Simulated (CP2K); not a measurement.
Runs of CP2K 2026.2 on HgTe. It takes space group I-4m2 (No. 119, tetragonal). The conventional cell has a = 6.091 Å, b = 6.091 Å, c = 3.119 Å, α = 90.00°, β = 90.00°, γ = 90.00°. Hg (site symmetry -4m2) has 2 Hg at 3.12 Å and 4 Te at 3.14 Å as nearest neighbours. Te (site symmetry -4m2) has 2 Te at 3.12 Å and 4 Hg at 3.14 Å as nearest neighbours. Measurements of this composition are mostly on another form, of space group No. 216.

| level | cutoff radius of the dispersion sum (A) | cutoff of the non-local correlation (Ry) | gap on the mesh (eV) | pressure (GPa) | relaxed volume (Å³/atom) |
| --- | --- | --- | --- | --- | --- |
| PBE+D3(BJ) | 20 | - | none | 0.0 | 27.74 |
| PBE | - | - | none | 0.0 | 29.36 |
| PBE+D3 | 20 | - | none | 0.0 | 28.32 |
| PBE+D4 | 20 | - | none | 0.0 | 27.74 |
| PBE+rVV10 | - | 150 Ry | none | 0.0 | (a) |

Alike in all rows: task relaxation of cell and atoms; potentials or basis POTENTIAL_UZH Hg GTH-PBE-q12, Te GTH-PBE-q6; DZVP-MOLOPT-PBE-GTH basis; no spin polarisation; cell relaxed; k mesh 7 × 7 × 7; smearing fermi-dirac 0.05 eV.

Problem. Fill in the values left out.

Solution. (a) 28.72.

Caveats: with these potentials and basis sets, volumes of gold and of layered tellurides can stand 1.5 % and more from those of plane-wave programs; the basis of atomic orbitals isn't converged, which shifts pressures, moduli and gaps; pairwise dispersion overbinds metals, which lowers pressure and volume (some runs).

A k mesh can miss the band edges, and the runs leave out spin-orbit coupling on Hg, Te.

A gap of «none» marks a metal or a gap under the smearing width.
